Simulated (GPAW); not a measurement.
CdSe: relaxation of cell and atoms with PBE

CdSe:

```
CELL_PARAMETERS angstrom
0.00000 3.07027 3.07027
3.07027 0.00000 3.07027
3.07027 3.07027 0.00000
ATOMIC_POSITIONS crystal
Cd 0.00000 0.00000 0.00000
Se 0.25000 0.25000 0.25000
```

Measurements of this composition are mostly on another form, of space group No. 186.

* Program: GPAW 26.7.0
* Task: relaxation of cell and atoms
* Functional: PBE
* Potentials or basis: GPAW PAW data sets (gpaw-data 1.2.1)
* Cutoff: 600 eV
* Basis: pw
* k mesh: 8 × 8 × 8
* Occupations: fermi-dirac, width 0.05 eV
* Spin: no spin polarisation
* Maxiter: 150
* Optimizer: BFGS
* Fmax: 0.02 eV/Å
* Max steps: 40
* Convergence: density=1e-05 forces=0.0001

```json
{"Relaxed volume": "29.58 Å³/atom", "Relaxed cell": "a = 4.374 Å, b = 4.374 Å, c = 4.374 Å, α = 60.00°, β = 60.00°, γ = 60.00°", "Space group after relaxing (to 0.05 Å)": "F-43m (No. 216)", "Energy gained by relaxing": "2.2 meV/atom", "Ionic steps": "3", "Pressure after relaxing": "0.0 GPa", "Band gap on the k mesh": "0.50 eV, direct"}
```

Step by step:
```csv
step,energy change (eV),largest force (eV/Å),pressure (GPa),volume (Å³)
1,0.0000,0.0000,1.07,57.88
2,-0.0015,0.0000,0.87,58.13
3,-0.0044,0.0000,0.02,59.17
```

Final structure:
```xyz
2
Lattice="0.0000 3.0928 3.0928 3.0928 0.0000 3.0928 3.0928 3.0928 0.0000" Properties=species:S:1:pos:R:3 pbc="T T T"
Cd    0.0000    0.0000    0.0000
Se    1.5464    1.5464    1.5464
```

Levels at points of the mesh, in eV from the valence-band top:
| k point | band 6 | band 7 | band 8 | band 9 | band 10 | band 11 | band 12 | band 13 |
| --- | --- | --- | --- | --- | --- | --- | --- | --- |
| (0.00, 0.00, 0.00) | -7.41 | 0.00 | 0.00 | 0.00 | 0.50 | 5.91 | 5.91 | 5.91 |
| (0.50, 0.50, 0.00) | -7.09 | -3.86 | -1.70 | -1.70 | 3.23 | 3.71 | 8.86 | 9.90 |
| (0.50, 0.50, 0.50) | -7.15 | -4.11 | -0.69 | -0.69 | 2.32 | 6.42 | 6.42 | 7.25 |

Wall time 45 s on 1 thread of Arm Neoverse V1, on a shared host, peak memory 0.2 GiB.

Caveat: later steps reuse the first step's grids. A hybrid or GW would open this gap; PBE tends to underestimate it.
